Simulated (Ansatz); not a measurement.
Input file for Ansatz (a program for electronic structure):

Ansatz 0.2 input:
```yaml
crystal:
  lattice:
    - [4.5234723557, 0.0, 0.0]
    - [0.0, 4.5234723557, 0.0]
    - [0.0, 0.0, 3.1204540703]
  atoms:
    - { symbol: Ru, position: [0.5, 0.5, 0.5] }
    - { symbol: Ru, position: [0.0, 0.0, 0.0] }
    - { symbol: O, position: [0.8057131258, 0.1942868742, 0.5] }
    - { symbol: O, position: [0.1942868742, 0.8057131258, 0.5] }
    - { symbol: O, position: [0.3057131258, 0.3057131258, 0.0] }
    - { symbol: O, position: [0.6942868742, 0.6942868742, 0.0] }
kpoints:
  mp_grid: { grid: [7, 7, 10] }
  band_path:
    path:
      - [[0.0, 0.0, 0.0], [0.0, 0.5, 0.0], [0.5, 0.5, 0.0], [0.0, 0.0, 0.0], [0.0, 0.0, 0.5], [0.0, 0.5, 0.5], [0.5, 0.5, 0.5], [0.0, 0.0, 0.5]]  # Γ-X-M-Γ-Z-R-A-Z
      - [[0.0, 0.5, 0.0], [0.0, 0.5, 0.5]]  # X-R
      - [[0.5, 0.5, 0.0], [0.5, 0.5, 0.5]]  # M-A
    npoints: 8
basis: { xc_grid: 2 }
hamiltonian:
  xc: pbe
  pseudopotentials: { azcp: { folder: ./paw }, kind: paw_fr }
magnetization: { noncollinear: true, spin_orbit: true }
scf:
  n_extra_bands: 12
  convergence: { dr2_threshold: 0.0000000001 }
  occupations: { method: gaussian, width: 0.05 }
output: { eigenvalues: true }
```

Output (shortened):

```
Pseudopotential: Ru, paw, valence charge 16
Pseudopotential: O, paw, valence charge 6
Functional definition: PBE
non-collinear run that drives no moment, with spin-orbit …
Crystal: 6 atoms, lattice volume = 63.850 Å³
Basis set: ecut = 420 eV, 1227 PW (Γ), exchange–correlation on 64×64×48 points (8 copies of the dense FFT grid, shifted against one another)
Bands: 68, of which v1, the nominal top of the filled ones, is band 56 counted from 1 (55 counted from 0)
Symmetry: 16 space group operations + 16 with time reversal
k-points: 60 of 490
Projection manifold: j_resolved (fully-relativistic pseudo-atomic orbitals)
SCF iter   1: F=—  HF=-14027.142102 eV  |F-HF|=—  |Δ(HF+E_count)|=         —  Δρ=1.03e-1  dr2=4.11e0  dr2_m=0.00e0 (ungated)  ethr=3.10e-3  |M|=0.00e0 ∫|m|=0.00e0 μB  |m|>n=0.0e0 m-floor=0.0e0 τ_xc=0.0e0  β_m=0.30  ⟨swp⟩=6.0  Hψ=8860  notcnv=0  defer=30
preconditioner: auto → Kerker (q_TF=auto, 2.669 Å⁻¹)
spin=Noncollinear: Kerker preconditioning applied to the charge; magnetization (m_x, m_y, m_z) channels mix plain (no charge-response kernel on spin).
SCF iter   2: F=—  HF=-14026.681087 eV  |F-HF|=—  |Δ(HF+E_count)|=   4.61e-1  Δρ=6.08e-2  dr2=8.32e-1  dr2_m=0.00e0 (ungated)  ethr=3.10e-3  |M|=0.00e0 ∫|m|=0.00e0 μB  |m|>n=0.0e0 m-floor=0.0e0 τ_xc=0.0e0  β_m=0.42  ⟨swp⟩=2.4  Hψ=2943  notcnv=0  defer=358
SCF iter   3: F=—  HF=-14026.644475 eV  |F-HF|=—  |Δ(HF+E_count)|=   3.66e-2  Δρ=2.73e-2  dr2=1.29e-1  dr2_m=0.00e0 (ungated)  ethr=1.49e-3  |M|=0.00e0 ∫|m|=0.00e0 μB  |m|>n=0.0e0 m-floor=0.0e0 τ_xc=0.0e0  β_m=0.63  ⟨swp⟩=2.0  Hψ=2988  notcnv=0  defer=358
SCF iter   4: F=—  HF=-14026.661852 eV  |F-HF|=—  |Δ(HF+E_count)|=   1.74e-2  Δρ=3.36e-3  dr2=7.55e-3  dr2_m=0.00e0 (ungated)  ethr=2.31e-4  |M|=0.00e0 ∫|m|=0.00e0 μB  |m|>n=0.0e0 m-floor=0.0e0 τ_xc=0.0e0  β_m=0.82  ⟨swp⟩=2.1  Hψ=2595  notcnv=0  defer=354
SCF iter   5: F=—  HF=-14026.665939 eV  |F-HF|=—  |Δ(HF+E_count)|=   4.09e-3  Δρ=1.50e-3  dr2=1.94e-3  dr2_m=0.00e0 (ungated)  ethr=1.35e-5  |M|=0.00e0 ∫|m|=0.00e0 μB  |m|>n=0.0e0 m-floor=0.0e0 τ_xc=0.0e0  β_m=0.91  ⟨swp⟩=2.0  Hψ=2900  notcnv=0  defer=354
SCF iter   6: F=—  HF=-14026.666119 eV  |F-HF|=—  |Δ(HF+E_count)|=   1.79e-4  Δρ=3.70e-4  dr2=8.55e-5  dr2_m=0.00e0 (ungated)  ethr=3.46e-6  |M|=0.00e0 ∫|m|=0.00e0 μB  |m|>n=0.0e0 m-floor=0.0e0 τ_xc=0.0e0  β_m=0.95  ⟨swp⟩=2.0  Hψ=2798  notcnv=0  defer=354
SCF iter   7: F=—  HF=-14026.666173 eV  |F-HF|=—  |Δ(HF+E_count)|=   5.49e-5  Δρ=1.02e-4  dr2=6.72e-6  dr2_m=0.00e0 (ungated)  ethr=1.53e-7  |M|=0.00e0 ∫|m|=0.00e0 μB  |m|>n=0.0e0 m-floor=0.0e0 τ_xc=0.0e0  β_m=0.98  ⟨swp⟩=2.4  Hψ=3362  notcnv=0  defer=354
SCF iter   8: F=—  HF=-14026.666180 eV  |F-HF|=—  |Δ(HF+E_count)|=   6.99e-6  Δρ=3.28e-5  dr2=6.52e-7  dr2_m=0.00e0 (ungated)  ethr=1.20e-8  |M|=0.00e0 ∫|m|=0.00e0 μB  |m|>n=0.0e0 m-floor=0.0e0 τ_xc=0.0e0  β_m=0.99  ⟨swp⟩=2.0  Hψ=2905  notcnv=0  defer=354
SCF iter  12: F=-14026.666181 eV  HF=-14026.666181 eV  |F-HF|=1.82e-12  |Δ(HF+E_count)|=  7.28e-12  Δρ=9.83e-8  dr2=5.93e-12  dr2_m=0.00e0 (ungated)  ethr=1.00e-12  |M|=0.00e0 ∫|m|=0.00e0 μB  |m|>n=0.0e0 m-floor=0.0e0 τ_xc=0.0e0  ⟨swp⟩=7.2  Hψ=6207  notcnv=0
SCF 1 converged in 12 iterations: F = -14026.666181 eV  dr2 = 5.93e-12
NSCF: frozen V_eff on 75 k-points
SCF converged after 12 iterations
Magnetization: |M| = 0.0000 μB,  M = (+0.0000, +0.0000, +0.0000) μB
Absolute magnetization: 0.0000 μB (∫|m|)
  site 0: m = (+0.0000, +0.0000, +0.0000) μB, |m| = 0.0000 μB  (R = 0.81 Å)
  site 1: m = (+0.0000, +0.0000, +0.0000) μB, |m| = 0.0000 μB  (R = 0.81 Å)
  site 2: m = (+0.0000, +0.0000, +0.0000) μB, |m| = 0.0000 μB  (R = 0.81 Å)
  site 3: m = (+0.0000, +0.0000, +0.0000) μB, |m| = 0.0000 μB  (R = 0.81 Å)
  site 4: m = (+0.0000, +0.0000, +0.0000) μB, |m| = 0.0000 μB  (R = 0.81 Å)
  site 5: m = (+0.0000, +0.0000, +0.0000) μB, |m| = 0.0000 μB  (R = 0.81 Å)
Free energy (F): -14026.666181 eV
Harris-Foulkes:  -14026.666181 eV  (|F-HF|=1.82e-12)
Internal energy: -14026.661946 eV  (E = F + TS)
E sigma→0 (E₀):  -14026.664063 eV
Entropy (-TS):   -0.004235 eV (-0.706 meV/atom)
Fermi energy:    12.555505 eV
--- Per-component energies (eV) ---
  E_band       = -392.884642
  E_kinetic    = 1584.914972
  E_local      = -4806.099962  (includes V_loc(G=0)·N_el)
  E_nonlocal   = 1033.090864
  E_hartree    = 1661.896203
  E_xc         = -620.413921
  E_vxc        = -787.500896  (∫ρ·V_xc dr)
  E_paw        = -7653.781992  (= ΣΔE_a)
  E_vpaw       = -741.086638  (= ΣTr[D̂ρ^β])
  E_aug_tail   = 0.004687  (compensation charges beyond the density's cutoff)
  E_ewald      = -5226.272797
  E_smearing   = -0.004235  (= −TS)
  E_closure    = 0.000000  (closes the sum)
  Σ components = -14026.666181   (vs F -14026.666181, Δ=0.00e0)
  [band-id]    e_kinetic+e_local+e_nonlocal+2·e_hartree+e_vxc+e_vpaw+e_augmentation_tail = -392.884565   (vs E_band -392.884642, Δ=7.66e-5)
--- Band table (eV; the first three rows and the last of 60) ---
  k-point 0: bands = ["-60.8959", "-60.8959", "-60.8899", "-60.8899", "-33.2442", "-33.2442", "-33.2015", "-33.2015", "-29.9782", "-29.9782", "-29.9257", "-29.9257", "-29.6813", "-29.6813", "-29.6653", "-29.6653", "-7.5414", "-7.5414", "-6.5214", "-6.5214", …
  k-point 1: bands = ["-60.8948", "-60.8948", "-60.8890", "-60.8890", "-33.2461", "-33.2461", "-33.2056", "-33.2056", "-29.9776", "-29.9776", "-29.9301", "-29.9301", "-29.6878", "-29.6878", "-29.6749", "-29.6749", "-7.4559", "-7.4559", "-6.4756", "-6.4756", …
  k-point 2: bands = ["-60.8919", "-60.8919", "-60.8870", "-60.8870", "-33.2509", "-33.2509", "-33.2167", "-33.2167", "-29.9775", "-29.9775", "-29.9428", "-29.9428", "-29.7032", "-29.7032", "-29.6981", "-29.6981", "-7.2207", "-7.2207", "-6.3630", "-6.3630", …
  k-point 59: bands = ["-60.8828", "-60.8828", "-60.8828", "-60.8828", "-33.2576", "-33.2576", "-33.2541", "-33.2541", "-29.9949", "-29.9949", "-29.9804", "-29.9804", "-29.7432", "-29.7432", "-29.7343", "-29.7343", "-6.3379", "-6.3379", "-6.2081", "-6.2081", …
```

Cost: very roughly 70 core-seconds on shared cores.

Space group P4_2/mnm (rutile). Symmetry was held in the PBE relaxation. No spin polarisation was allowed.

Potentials: the earlier of the program's two PAW sets.

Ansatz is a plane-wave DFT program.
